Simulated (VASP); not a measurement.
# Sr, self-consistent run: which settings are enough?

Sr, I4/mmm (no. 139), 1 atom in the cell. PBE; PAW potentials Sr_sv (PBE set). VASP 6.6.1.

Wanted: energy within 2 meV/atom; stress within 0.2 GPa.

What the run is for: all; Accuracy asked: standard.

POSCAR:
```
Sr
1.0
    0.0000000000      3.0423500000      3.0119265000
    3.0423500000      0.0000000000      3.0119265000
    3.0423500000      3.0423500000      0.0000000000
Sr
1
Direct
    0.0000000000      0.0000000000      0.0000000000
```

The series start from Plane-wave cutoff (eV): 300; Smearing width (eV): 0.07; k-point mesh: 10 × 10 × 10; Precision mode (PREC): Accurate; Electronic threshold (eV): 1e-6; Bands in all (NBANDS): 14; Aspherical gradient terms in the spheres (LASPH): yes; Electronic algorithm: ALGO=Normal; Delay and inner steps: defaults; Support grid and gradient cutoff: ADDGRID=False GGA_COMPAT=False. Each series keeps the choices made before it, and each single choice may use up half of a tolerance.

## Plane-wave cutoff (eV)

| Plane-wave cutoff (eV) | Energy less reference (meV/atom) | Stress, largest deviation (GPa) | SCF iterations | Time (s) |
|---|---|---|---|---|
| 180 | -39.7 | 1.07 | 12 | 7.7 |
| 230 | 0.0 | 0.25 | 11 | 8.2 |
| 260 | -1.1 | 0.21 | 11 | 7.9 |
| 300 | -0.9 | 0.09 | 11 | 7.6 |
| 340 | 0.3 | 0.02 | 11 | 15 |
| 400 | 0.8 | 0.03 | 11 | 14 |
| 480 | 0.1 | 0.02 | 11 | 15 |
| 600 (reference) | 0.0 | 0.00 | 11 | 24 |

Chosen: 300, the loosest value from which every tighter one stays within half of the tolerance.

## Smearing width (eV)

| Smearing width (eV) | Energy less reference (meV/atom) | Stress, largest deviation (GPa) | SCF iterations | Time (s) |
|---|---|---|---|---|
| 0.3 | -4.4 | 0.13 | 11 | 7.6 |
| 0.2 | -3.8 | 0.10 | 11 | 7.6 |
| 0.15 | -2.4 | 0.08 | 11 | 7.6 |
| 0.1 | -1.0 | 0.05 | 11 | 7.8 |
| 0.07 | -0.4 | 0.03 | 11 | 7.6 |
| 0.04 (reference) | 0.0 | 0.00 | 11 | 7.5 |

Chosen: 0.1.

## k-point mesh

| k-point mesh | Energy less reference (meV/atom) | Stress, largest deviation (GPa) | SCF iterations | Time (s) |
|---|---|---|---|---|
| 3 × 3 × 3 | 89.2 | 0.73 | 11 | 2.2 |
| 4 × 4 × 4 | -39.8 | 0.25 | 11 | 2.6 |
| 6 × 6 × 6 | 24.8 | 0.06 | 11 | 3.5 |
| 7 × 7 × 7 | -1.3 | 0.03 | 11 | 4.2 |
| 9 × 9 × 9 | 2.7 | 0.01 | 11 | 6.2 |
| 10 × 10 × 10 | 1.1 | 0.01 | 11 | 7.8 |
| 12 × 12 × 12 | 0.9 | 0.01 | 11 | 12 |
| 15 × 15 × 15 (reference) | 0.0 | 0.00 | 11 | 19 |

Chosen: 12 × 12 × 12.

## Precision mode (PREC)

| Precision mode (PREC) | Energy less reference (meV/atom) | Stress, largest deviation (GPa) | SCF iterations | Time (s) |
|---|---|---|---|---|
| SingleN | -0.4 | 0.01 | 11 | 9.8 |
| Normal | 0.0 | 0.00 | 11 | 9.8 |
| Single | -0.1 | 0.00 | 11 | 11 |
| Accurate (reference) | 0.0 | 0.00 | 11 | 12 |

Chosen: SingleN.

## Electronic threshold (eV)

| Electronic threshold (eV) | Energy less reference (meV/atom) | Stress, largest deviation (GPa) | SCF iterations | Time (s) |
|---|---|---|---|---|
| 0.001 | 0.0 | 0.03 | 8 | 7.1 |
| 0.0001 | 0.0 | 0.02 | 9 | 7.4 |
| 1e-5 | 0.0 | 0.00 | 11 | 8.8 |
| 1e-6 | 0.0 | 0.00 | 11 | 9.8 |
| 1e-7 | 0.0 | 0.00 | 13 | 10 |
| 1e-8 (reference) | 0.0 | 0.00 | 13 | 11 |

Chosen: 0.001.

## Bands in all (NBANDS)

| Bands in all (NBANDS) | Energy less reference (meV/atom) | Stress, largest deviation (GPa) | SCF iterations | Time (s) |
|---|---|---|---|---|
| 6 | 0.1 | 0.05 | 8 | 3.9 |
| 7 | 0.1 | 0.04 | 8 | 4.3 |
| 9 | 0.1 | 0.02 | 8 | 5.2 |
| 11 | 0.0 | 0.00 | 8 | 6.3 |
| 14 | 0.0 | 0.02 | 8 | 7.1 |
| 23 (reference) | 0.0 | 0.00 | 8 | 11 |

Chosen: 6.

## Aspherical gradient terms in the spheres (LASPH)

| Aspherical gradient terms in the spheres (LASPH) | Energy less reference (meV/atom) | Stress, largest deviation (GPa) | SCF iterations | Time (s) |
|---|---|---|---|---|
| no | 0.0 | 0.00 | 8 | 3.7 |
| yes (reference) | 0.0 | 0.00 | 8 | 3.9 |

Chosen: no.

## Electronic algorithm

| Electronic algorithm | Energy less reference (meV/atom) | Stress, largest deviation (GPa) | SCF iterations | Time (s) |
|---|---|---|---|---|
| ALGO=Normal | 0.0 | 0.00 | 8 | 3.7 |
| ALGO=Fast | 0.0 | 0.05 | 8 | 3.8 |
| ALGO=VeryFast | 134.3 | 0.20 | 28 | 8.4 |
| ALGO=All ISEARCH=1 | 0.1 | 0.15 | 8 | 3.7 |
| ALGO=All ISEARCH=0 | 0.1 | 0.15 | 8 | 3.7 |
| ALGO=Damped TIME=0.4 | 10.6 | 0.15 | 17 | 5.6 |
| ALGO=Damped TIME=0.1 | 15.6 | 0.12 | 22 | 7.0 |

Chosen: ALGO=Normal; no other choice that stays within half of the tolerance saves 30 % of the time.

## Delay and inner steps

| Delay and inner steps | Energy less reference (meV/atom) | Stress, largest deviation (GPa) | SCF iterations | Time (s) |
|---|---|---|---|---|
| defaults | 0.0 | 0.00 | 8 | 3.7 |
| NELMDL=-2 | -0.1 | 0.08 | 6 | 3.4 |
| NELMDL=-8 | 0.0 | 0.01 | 11 | 4.2 |
| NELMDL=-12 | 0.0 | 0.02 | 15 | 4.9 |
| NRMM=2 | 0.1 | 0.13 | 9 | 3.8 |
| NRMM=6 | 0.0 | 0.01 | 8 | 3.8 |
| WEIMIN=0.001 | 0.0 | 0.00 | 8 | 4.0 |

Chosen: defaults.

## Support grid and gradient cutoff

| Support grid and gradient cutoff | Energy less reference (meV/atom) | Stress, largest deviation (GPa) | SCF iterations | Time (s) |
|---|---|---|---|---|
| ADDGRID=False GGA_COMPAT=False | 0.0 | 0.00 | 8 | 3.7 |
| ADDGRID=True GGA_COMPAT=False | 0.1 | 0.01 | 8 | 3.9 |
| ADDGRID=False GGA_COMPAT=True | 0.1 | 0.00 | 8 | 3.9 |

Chosen: ADDGRID=False GGA_COMPAT=False.

## All choices together

| Input | Energy less reference (meV/atom) | Stress, largest deviation (GPa) | Time (s) |
|---|---|---|---|
| the program's defaults (naive) | -40.5 | 0.05 | 1.6 |
| chosen settings | -0.6 | 0.16 | 3.7 |
| reference settings throughout | 0.0 | 0.00 | 127 |

The tolerance is met.

Values of the reference run: Stress: -0.2531, 0, 0, 0, -0.2531, 0, 0, 0, -0.2002 GPa.

## The input

INCAR:
```
GGA      = PE             # functional
ISMEAR   = 0              # smearing method
SIGMA    = 0.1            # smearing width, eV
LWAVE    = False          # write WAVECAR
LCHARG   = False          # write CHGCAR
ISIF     = 2              # what is computed and relaxed
PREC     = SingleN        # precision mode
LASPH    = False          # aspherical terms in the spheres
LREAL    = False          # projectors in reciprocal space
ALGO     = Normal         # electronic algorithm
EDIFF    = 0.001          # SCF threshold, eV
NELM     = 120            # most SCF steps
GGA_COMPAT= False        
ENCUT    = 300            # plane-wave cutoff, eV
NBANDS   = 6              # bands
ADDGRID  = False         
```

KPOINTS:
```
Automatic mesh
0
Gamma
  12 12 12
  0 0 0
```

Commands:
```
cat potpaw_PBE.64/Sr_sv/POTCAR > POTCAR
mpirun -np 1 vasp_std > vasp.out
```

The chosen input took VASP 6.6.1 3.7 s on 1 core (Intel Xeon 6975P-C (Granite Rapids)), a shared host.

## An input that fails: smearing far too wide

It runs to its end, but against the unchanged starting input it is off by 4.8 meV/atom in the energy, 0.30 GPa in the stress.

Changes against the starting input:
```
- SIGMA = 0.07
- NELM = 120
+ SIGMA = 1.0
+ NELM = 78
```
